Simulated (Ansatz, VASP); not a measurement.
InAs: VASP beside Ansatz

```
In As
1.0
     0.00000    3.05356    3.05356
     3.05356    0.00000    3.05356
     3.05356    3.05356    0.00000
In As
1 1
Direct
  0.25000 0.25000 0.25000
  0.00000 0.00000 0.00000
```

The cell is a database's computed one.

Alike in both runs: task relaxation of cell and atoms; functional LDA; k mesh 10 × 10 × 10; occupations gaussian, width 0.1 eV; no spin polarisation.

```csv
,VASP,Ansatz
version,VASP 6.6.1,Ansatz 0.2.0
potentials or method,"VASP PAW LDA potentials, release 64 (In_d, As)","scalar-relativistic, plane waves, PAW"
plane-wave cutoff (eV),600,420
valence electrons in the cell,18,28
```

|  | VASP | Ansatz | Ansatz less VASP |
| --- | --- | --- | --- |
| gap on the k mesh at the Fermi level, each at its own relaxed structure (eV) | none | none | - |
| relaxed volume (Å³/atom) | 27.44 | 27.35 | -0.083 |
| relaxed cell length with the largest relative difference (Å) | 4.265 | 4.261 | -0.0043 |
| energy change over the relaxation (meV/atom) | -7 | -8 | -1.1 |

A gap of «none» marks a metal or a gap that the smearing closes. The two sets of potentials don't hold the same shells in valence. Ansatz warned: «pseudo_functional_mismatch».

Caveats: this crystal is a semiconductor, whose small gap the functional closes, so the metal is an error of the method.
